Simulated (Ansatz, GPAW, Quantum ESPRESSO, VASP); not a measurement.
## TePb: 4 runs at one level of theory

```
CELL_PARAMETERS angstrom
0.00000 3.23100 3.23100
3.23100 0.00000 3.23100
3.23100 3.23100 0.00000
ATOMIC_POSITIONS crystal
Pb 0.00000 0.00000 0.00000
Te 0.50000 0.50000 0.50000
```

Alike in all runs: task single point; functional PBEsol; k mesh 7 × 7 × 7; occupations fermi-dirac, width 0.05 eV; no spin polarisation; no spin-orbit coupling. Pressure is positive in compression and, in plane waves, holds the error of the finite cutoff.

```tsv
program and potentials	plane-wave cutoff (eV)	notes	pressure (GPa)
Quantum ESPRESSO, GBRV 1.5 PBEsol	612	-	-0.59
Ansatz, all-electron LAPW, scalar-relativistic	-	-	?
GPAW, PAW data sets generated for this functional	600	-	-0.70
VASP, PBE PAW files Pb_d, Te, 520 eV	520	potentials made for PBE	-0.43
```

**Question.** Estimate from the other rows what the run with Ansatz, all-electron LAPW, scalar-relativistic gave.

**Answer.** Pressure -0.40 GPa. The other rows, which needn't bracket it: pressure -0.70 to -0.43.
